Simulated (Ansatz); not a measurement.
# Relaxation of LiBr

Aim: in LiBr, a crystal from a database, its volume scaled a little, relax cell and atoms, then read levels, charges and fields where it ends.

The COD entry's cell or inner coordinates are ideal or old and differ from later refinements, so a difference from it is no clean test against experiment.

Program: Ansatz 0.2.0. Level of theory: DFT, r2SCAN, spin-orbit coupling, plane waves, PAW. These are calculated values, not measurements.

**1. The system as given**

It takes space group Fm-3m (No. 225, cubic). Conventional cell: a = 5.570 Å, b = 5.570 Å, c = 5.570 Å, α = 90.00°, β = 90.00°, γ = 90.00°. Li (site symmetry m-3m) has 6 Br at 2.78 Å as nearest neighbours. Around Br (site symmetry m-3m) lie 6 Li at 2.78 Å.

The coordinates stand in the input below.

The first density is read from a saved solution for the starting cell.

**2. The relaxation**

Contents of input.yaml:

```yaml
crystal:
  lattice:
    - [0.0, 2.784963, 2.784963]
    - [2.784963, 0.0, 2.784963]
    - [2.784963, 2.784963, 0.0]
  atoms:
    - { symbol: Li, position: [0.0, 0.0, 0.0] }
    - { symbol: Br, position: [0.5, 0.5, 0.5] }
  symmetry: { tolerance: 0.0003 }
kpoints:
  mp_grid: { grid: [8, 8, 8], shift: [0, 0, 0] }
magnetization:
  noncollinear: true
  spin_orbit: true
scf:
  occupations: { method: fermi_dirac }
  lower_state_search: "off"
hamiltonian:
  pseudopotentials: { kind: paw_fr }
  xc: r2scan
basis:
  ecutwfc: 500
  fft_grid_basis: typed
relax:
  max_steps: 80
  cell: { p_target: 0.0 }
output:
  forces: true
  stress: true
  eigenvalues: true
  bader: true
  populations: true
  elf: true
  write_potential: true
  volumetric_format: npy
  dos:
    e_range: [-12, 8]
    de: 0.05
    projected: { site_lists: { Br: [Br], Li: [Li] } }
    method: { smearing: { sigma: 0.1, scheme: gaussian } }
  write_density: true
checkpoint:
  read: saved_state
```

Run with:

```
$ ansatz run input.yaml --threads 2 --pin off --max-ram 3584MiB --backend cpu --events-out ev --progress --plain --runs-dir out
```

Output, cut to the lines that bear on the results:

```text
Warning: RAYON_NUM_THREADS=2 ignored (pool sized by the plan → 2); use --threads N
[...]
Pseudopotentials: kind: paw_fr
Pseudopotential: Li, paw_fr, valence charge 3, recommended cutoff 500 eV (meta_gga), Li.paw.azcp#standard-fr
Pseudopotential: Br, paw_fr, valence charge 7, recommended cutoff 500 eV (meta_gga), Br.paw.azcp#standard-fr
Functional definition: r2SCAN
[...]
non-collinear run that drives no moment, with spin-orbit: no starting moment large enough to seed its density (crystal.atoms[].spin), no starting occupations that ask for one, no magnetisation constraint and no magnetic field, so the semilocal B_xc is pinned to zero
Crystal: 2 atoms, lattice volume = 43.200 Å³
Basis set: ecut = 500 eV, 1067 PW (Γ), exchange–correlation on 120×120×120 points (64 copies of the dense FFT grid, shifted against one another)
Bands: 18, of which v1, the nominal top of the filled ones, is band 10 counted from 1 (9 counted from 0)
Symmetry: 48 space group operations + 48 with time reversal
Magnetic group: BNS 225.117 (UNI 1619), of the structure as read, at distance tolerance 1.1e-3 Å
k-points: 29 of 512
Projection manifold: j_resolved (fully-relativistic pseudo-atomic orbitals)
[...]
SCF iter   1: F=-2998.019155 eV  HF=-2998.015316 eV  |F-HF|=3.84e-3  |Δ(HF+E_count)|=         —  Δρ=1.26e-3  dr2=1.03e-4  dr2_τ=1.77e-4  dr2_m=0.00e0 (ungated)  ethr=7.11e-7  |M|=0.00e0 ∫|m|=0.00e0 μB  |m|>n=0.0e0 m-floor=0.0e0 τ_xc=0.0e0  β_m=0.30  ⟨swp⟩=3.3  Hψ=2293  notcnv=0
[...]
relax step   1: F+E_penalty+E_count = -2998.01956910 eV  Δ(F+E_penalty+E_count) = +0.000e0 eV  max|allowed force component| = 9.008e-31 eV/Å  Δτ_max = 0.0000 Å  P = -1.213 GPa  Ω = 43.200 Å³  (5 SCF iters, dr2 threshold 1.00e-7 eV, accepted)
[...]
relax step   2: F+E_penalty+E_count = -2998.02790796 eV  Δ(F+E_penalty+E_count) = -8.339e-3 eV  max|allowed force component| = 1.682e-29 eV/Å  Δτ_max = 0.0000 Å  P = +0.057 GPa  Ω = 41.070 Å³  energy of the carried Pulay correction = +2.633e-4 eV  (5 SCF iters, dr2 threshold 2.00e-7 eV, accepted)
[...]
Projection manifold: j_resolved (fully-relativistic pseudo-atomic orbitals)
[...]
SCF iter   2: F=-2998.027912 eV  HF=-2998.027912 eV  |F-HF|=1.99e-7  |Δ(HF+E_count)|=   2.25e-5  Δρ=3.48e-5  dr2=5.34e-7  dr2_τ=6.84e-9  dr2_m=0.00e0 (ungated)  ethr=1.20e-8  |M|=0.00e0 ∫|m|=0.00e0 μB  |m|>n=0.0e0 m-floor=0.0e0 τ_xc=0.0e0  β_m=0.57  ⟨swp⟩=2.0  Hψ=406  notcnv=0
```

**3. The output, continued**

Output, continued, cut to the lines that bear on the results:

```text
SCF iter   3: F=-2998.027912 eV  HF=-2998.027912 eV  |F-HF|=6.53e-8  |Δ(HF+E_count)|=   2.21e-7  Δρ=4.10e-6  dr2=8.36e-9  dr2_τ=3.61e-10  dr2_m=0.00e0 (ungated)  ethr=5.34e-9  |M|=0.00e0 ∫|m|=0.00e0 μB  |m|>n=0.0e0 m-floor=0.0e0 τ_xc=0.0e0  β_m=0.60  ⟨swp⟩=2.0  Hψ=406  notcnv=0
[...]
relax step   3: F+E_penalty+E_count = -2998.02791196 eV  Δ(F+E_penalty+E_count) = -3.996e-6 eV  max|allowed force component| = 1.233e-30 eV/Å  Δτ_max = 0.0000 Å  P = -0.004 GPa  Ω = 41.161 Å³  energy of the carried Pulay correction = +2.518e-4 eV  (4 SCF iters, dr2 threshold 8.10e-9 eV, accepted)
[...]
relax step   4: F+E_penalty+E_count = -2998.02766379 eV  Δ(F+E_penalty+E_count) = +2.482e-4 eV  max|allowed force component| = 2.999e-31 eV/Å  Δτ_max = 0.0000 Å  P = -0.005 GPa  Ω = 41.161 Å³  stress off target by 4.73e-3 GPa  SCF on the basis re-selected at this cell (its energy is not [...]
--- Relaxed structure (3 steps of the walk, 3 accepted, 1 SCFs on fresh bases) ---
  F+E_penalty+E_count = -2998.02766379 eV   max|allowed force component| = 2.999e-31 eV/Å   (the final SCF, on the basis selected at the relaxed cell)
  cell:  # Å, volume = 41.1612 Å³
    - [4.331110083625864e-34, 2.740435052121657, 2.740435052121657]
    - [2.740435052121657, -5.859677837829928e-34, 2.740435052121657]
    - [2.740435052121657, 2.740435052121657, -3.5667165673623006e-34]
  atoms:
    - { symbol: Li, position: [-1.6568288908613108e-35, 4.682342517529288e-36, 1.6208108714941077e-35] }
    - { symbol: Br, position: [0.5, 0.5, 0.5] }
--- Löwdin populations: 2 sites ---
  site symbol       q [e]
     0     Li      2.3652
     1     Br      7.5788
  spilling = 0.005600 (of n_electrons = 10.000000)
--- Bader charges: 2 sites ---
  site symbol  charge [e]  shift [e]  m_x [muB]  m_y [muB]  m_z [muB]
     0     Li      0.9131     0.0005     0.0000     0.0000     0.0000
     1     Br     -0.9131     0.0005     0.0000     0.0000     0.0000
  estimated error of the sums over rays = 2.5e-5 e
```

It took 18 s on 2 threads of an x86-64 CPU, shared host; peak memory 0.68 GiB.

Relaxation path:

```tsv
step	energy from step 1 (eV/cell)	largest force component (eV/Å)	pressure (GPa)	volume (Å³)
1	0.0000	0.0000	-1.21	43.20
2	-0.0083	0.0000	0.06	41.07
3	-0.0083	0.0000	0.00	41.16
4	-0.0081	0.0000	0.00	41.16
```

Step 1 is the start. Step 4 repeats the geometry before on a plane-wave basis chosen anew for that cell, so the energy can jump there without any move; the table keeps such jumps.

| input's cell | before | after | change |
| --- | --- | --- | --- |
| a (Å) | 3.939 | 3.876 | -1.6 % |
| b (Å) | 3.939 | 3.876 | -1.6 % |
| c (Å) | 3.939 | 3.876 | -1.6 % |
| volume (Å³/atom) | 21.60 | 20.58 | -4.7 % |

**4. States by energy**

States per cell by energy window, from dos.tsv and pdos.tsv (Gaussian smearing of 0.1 eV; eV from the Fermi level):

```tsv
from	to	total	Br p	Li s
-7.0	-6.0	0.09	0.08	0.01
-6.0	-5.0	1.84	1.67	0.14
-5.0	-4.0	1.83	1.77	0.03
-4.0	-3.0	2.21	2.17	0.01
-3.0	-2.0	0.02	0.02	0.00
-2.0	-1.0	0.00	0.00	0.00
-1.0	0.0	0.00	0.00	0.00
0.0	1.0	0.00	0.00	0.00
1.0	2.0	0.00	0.00	0.00
2.0	3.0	0.00	0.00	0.00
3.0	4.0	0.35	0.01	0.11
4.0	5.0	1.51	0.06	0.58
5.0	6.0	1.23	0.02	0.13
```

On the mesh the valence top lies at -2.99 eV and the conduction bottom at 2.71 eV on this scale.

**5. How the electrons are shared**

By element, from the tables in the log (a charge is positive for electrons lost): Löwdin charges also hold the electrons that the projection spills.

```tsv
element	atoms	Bader charge (e)	Bader volume (Å³)	Löwdin charge (e)
Li	1	+0.91	3.9	+0.63
Br	1	-0.91	37.2	-0.58
```

**6. Fields in real space**

Maps in the plane spanned by b and c at height 0.500 along a (axes of the input's cell), one cell: b runs left to right (12 points from zero), c bottom to top (12 points), 60° apart. Inside the augmentation spheres the fields are the smooth ones.

Valence density. Ten steps from '0' (0.03 e/Å³) to '9' (1.18 e/Å³), finer at the low end (step k begins (100^(k/10) - 1)/99 of the way up):
```
234554321111
346777643101
357899875311
357999997531
247998899742
236898289863
224799889974
313579999975
311357899875
310134677764
211112345543
223332223332
```

ELF less spin currents. Values, 12 rows by 12 columns:
```
0.07 0.26 0.54 0.67 0.67 0.54 0.26 0.07 0.04 0.04 0.04 0.04
0.18 0.54 0.75 0.82 0.84 0.82 0.75 0.54 0.18 0.04 0.02 0.04
0.27 0.67 0.82 0.87 0.88 0.88 0.87 0.82 0.67 0.27 0.04 0.04
0.18 0.67 0.84 0.88 0.75 0.57 0.75 0.88 0.84 0.67 0.18 0.04
0.07 0.54 0.82 0.88 0.57 0.03 0.03 0.56 0.88 0.82 0.54 0.07
0.04 0.26 0.75 0.87 0.75 0.03 0.00 0.03 0.75 0.87 0.75 0.26
0.07 0.07 0.54 0.82 0.88 0.56 0.03 0.03 0.57 0.88 0.82 0.54
0.18 0.04 0.18 0.67 0.84 0.88 0.75 0.57 0.75 0.88 0.84 0.67
0.27 0.04 0.04 0.27 0.67 0.82 0.87 0.88 0.88 0.87 0.82 0.67
0.18 0.04 0.02 0.04 0.18 0.54 0.75 0.82 0.84 0.82 0.75 0.54
0.07 0.04 0.04 0.04 0.04 0.07 0.26 0.54 0.67 0.67 0.54 0.26
0.04 0.07 0.18 0.27 0.18 0.07 0.04 0.07 0.18 0.27 0.18 0.07
```

Atoms within 0.2 Å of the plane, in fractions of b and c: Br at (0.50, 0.50).

**7. Summary of results**

| quantity | value |
| --- | --- |
| moves | 2 |
| energy gained | 4.2 meV/atom |
| largest move | 0.00 Å |
| space group (0.01 Å), before / after | Fm-3m / Fm-3m |
| cell | a = 3.876 Å, b = 3.876 Å, c = 3.876 Å, α = 60.00°, β = 60.00°, γ = 60.00° |
| volume | 20.58 Å³/atom (-4.7 %) |
| pressure at the end | 0.00 GPa |
| formation energy (elements from separate runs) | -1.73 eV/atom |
| gap (mesh) | 5.70 eV, direct |
| Bader charges | Li +0.91, Br -0.91 e |
| moments | none |

In words: The volume shrank by 4.7 %, and the atoms end where they began within the cell; the energy fell by 4.2 meV per atom. The run held to 48 symmetry operations, so a lower structure without them is not ruled out. The levels show a gap of 5.70 eV, direct at the points sampled. Gaps from semilocal functionals tend to lie below the measured ones. Against the elements' reference phases (Li bcc, solid Br2 (Cmce); separate runs with the same functional) the formation energy is -1.73 eV per atom, a bound cell by that test. By Bader's partition Li gives up most (+0.91 e) and Br takes most (-0.91 e).
